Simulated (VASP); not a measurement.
# Te: relaxation with set parts of the cell free, by functional and free to move

Te, P1 (no. 1), 3 atoms in the cell.

| Functional | Free to move | Volume (Å³/atom) | Pressure in a fresh run at the final cell (GPa) | Pressure printed at the end of the relaxation (GPa) | Ionic steps, all stages | Electronic steps, all stages |
|---|---|---|---|---|---|---|
| AM05 | atoms | 34.475 | -1.14 | -1.14 | 7 | 53 |
| AM05 | atoms, shape and volume | 32.763 | -0.04 | -0.04 | 16 | 111 |
| AM05 | atoms and shape at fixed volume | 34.475 | -1.07 | -1.07 | 12 | 85 |
| AM05 | atoms and volume | 33.039 | -0.05 | -0.05 | 10 | 83 |
| AM05 | atoms and the z components of the lattice | 33.750 | -0.43 | -0.43 | 13 | 86 |
| AM05 | atoms and the x and y components of the lattice | 32.737 | -0.10 | -0.10 | 14 | 98 |
| AM05 | atoms and the y and z components of the lattice | 33.062 | -0.14 | -0.14 | 16 | 109 |
| PBE | atoms | 34.475 | 0.31 | 0.31 | 9 | 59 |
| PBE | atoms, shape and volume | 35.081 | -0.03 | -0.03 | 15 | 99 |
| PBE | atoms and shape at fixed volume | 34.475 | 0.35 | 0.35 | 11 | 78 |
| PBE | shape alone | 34.475 | 0.70 | 0.70 | 13 | 87 |
| PBE | shape and volume | 35.131 | 0.00 | -0.01 | 16 | 96 |
| PBE | volume alone | 35.020 | 0.00 | -0.01 | 7 | 55 |
| PBE | atoms and volume | 34.909 | 0.02 | 0.02 | 12 | 83 |
| PBE | atoms and the z components of the lattice | 34.641 | 0.14 | 0.14 | 9 | 64 |
| PBE | atoms and the x and y components of the lattice | 35.057 | 0.00 | 0.00 | 12 | 84 |
| PBE | atoms and the y and z components of the lattice | 34.825 | 0.08 | 0.08 | 14 | 89 |

Limits: the start was distorted on purpose (random strain, atoms moved at random), so the space group given is the start's and not the crystal's.

## Input of the first row

INCAR.step1:
```
ALGO     = Normal         # electronic algorithm
EDIFF    = 1E-6           # SCF threshold, eV
EDIFFG   = -0.01          # ionic threshold
ENCUT    = 250            # plane-wave cutoff, eV
GGA      = AM             # functional
IBRION   = 2              # ionic algorithm
ISIF     = 2              # what is computed and relaxed
ISMEAR   = 0              # smearing method
ISYM     = 0            
KPAR     = 4            
LASPH    = True           # aspherical terms in the spheres
LCHARG   = False          # write CHGCAR
LREAL    = False          # projectors in reciprocal space
LWAVE    = False          # write WAVECAR
NELM     = 100            # most SCF steps
NSW      = 60             # ionic steps
POTIM    = 0.5            # step
PREC     = Accurate       # precision mode
SIGMA    = 0.05           # smearing width, eV
```

INCAR.step3, as INCAR.step1 but for:
```
- EDIFFG = -0.01
- IBRION = 2
- NSW = 60
- POTIM = 0.5
+ NSW = 0
```

KPOINTS:
```
k-points
0
Gamma
  5 5 3
```

POSCAR.step1:
```
Te
1.0
    4.4693920000     -0.0107240000     -0.0045990000
   -2.2439830000      3.8975610000      0.0221160000
   -0.0061170000      0.0304340000      5.9455970000
Te
3
Direct
    0.7400630000      0.7316260000     -0.0003900000
   -0.0075330000      0.2706280000      0.6671810000
    0.2674710000     -0.0022540000      0.3332090000
```

POSCAR.step3:
```
Te
1.0
    4.4693920000     -0.0107240000     -0.0045990000
   -2.2439830000      3.8975610000      0.0221160000
   -0.0061170000      0.0304340000      5.9455970000
Te
3
Direct
    0.7300614648      0.7299556082      0.0007857529
    0.0015287737      0.2687499887      0.6655237231
    0.2684107615      0.0012944032      0.3336905240
```

Commands (each step's output is kept before the next begins):
```
cat potpaw_PBE.64/Te/POTCAR > POTCAR
cp INCAR.step1 INCAR
cp POSCAR.step1 POSCAR
mpirun -np 4 vasp_std > vasp.out
cp CONTCAR POSCAR
mpirun -np 4 vasp_std > vasp.out
cp CONTCAR POSCAR
cp INCAR.step3 INCAR
cp POSCAR.step3 POSCAR
mpirun -np 4 vasp_std > vasp.out
```

Changes of the last row against the first:
```
(step 1)
- GGA = AM
- NSW = 60
- ISIF = 2
+ NSW = 80
+ ISIF = 3
+ LATTICE_CONSTRAINTS = .FALSE. .TRUE. .TRUE.
(step 2)
- GGA = AM
- NSW = 60
- ISIF = 2
+ NSW = 80
+ ISIF = 3
+ LATTICE_CONSTRAINTS = .FALSE. .TRUE. .TRUE.
(step 3)
- GGA = AM
```

VASP 6.6.1 took 31 s on 4 cores (Intel Xeon Platinum 8488C (Sapphire Rapids)), a shared host.
